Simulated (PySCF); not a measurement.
## `C1=C[C@H]2C=C[C@@H]1C2`, C₇H₈

Geometry:
```json
{"atom": "C1", "x (Å)": "1.321", "y (Å)": "0.528", "z (Å)": "-0.464"}
{"atom": "C2", "x (Å)": "1.227", "y (Å)": "-0.801", "z (Å)": "-0.402"}
{"atom": "C3", "x (Å)": "-0.111", "y (Å)": "-1.127", "z (Å)": "0.283"}
{"atom": "C4", "x (Å)": "-1.233", "y (Å)": "-0.638", "z (Å)": "-0.648"}
{"atom": "C5", "x (Å)": "-1.139", "y (Å)": "0.691", "z (Å)": "-0.710"}
{"atom": "C6", "x (Å)": "0.047", "y (Å)": "1.101", "z (Å)": "0.180"}
{"atom": "C7", "x (Å)": "-0.135", "y (Å)": "0.044", "z (Å)": "1.302"}
{"atom": "H8", "x (Å)": "2.109", "y (Å)": "1.125", "z (Å)": "-0.927"}
{"atom": "H9", "x (Å)": "1.919", "y (Å)": "-1.543", "z (Å)": "-0.803"}
{"atom": "H10", "x (Å)": "-0.218", "y (Å)": "-2.148", "z (Å)": "0.673"}
{"atom": "H11", "x (Å)": "-1.924", "y (Å)": "-1.288", "z (Å)": "-1.187"}
{"atom": "H12", "x (Å)": "-1.735", "y (Å)": "1.380", "z (Å)": "-1.311"}
{"atom": "H13", "x (Å)": "0.088", "y (Å)": "2.158", "z (Å)": "0.473"}
{"atom": "H14", "x (Å)": "-1.094", "y (Å)": "0.137", "z (Å)": "1.836"}
{"atom": "H15", "x (Å)": "0.703", "y (Å)": "0.018", "z (Å)": "2.016"}
```

The calculation used UKS CAM-B3LYP/def2-SV(P) four-point reorganisation energy, gas phase in PySCF 2.14.0. Geometry: CAM-B3LYP/def2-SV(P).

**Question.** What is the inner reorganisation energy for hole transfer, with the ionisation energy?

**Answer.** λ = 0.431 (surface of the oxidised species) + 0.587 (surface of the starting species) = 1.018 eV. The ionisation energy is 8.60 eV vertical and 8.17 eV adiabatic without zero-point energy; at the relaxed geometry of the oxidised species the two energies differ by 7.58 eV. Largest bond changes: C4–C5 1.334 → 1.376 Å, C1–C2 1.334 → 1.375 Å, C3–C4 1.538 → 1.518 Å, C5–C6 1.538 → 1.518 Å, C2–C3 1.538 → 1.519 Å. ⟨S²⟩ of the relaxed oxidised species 0.753.
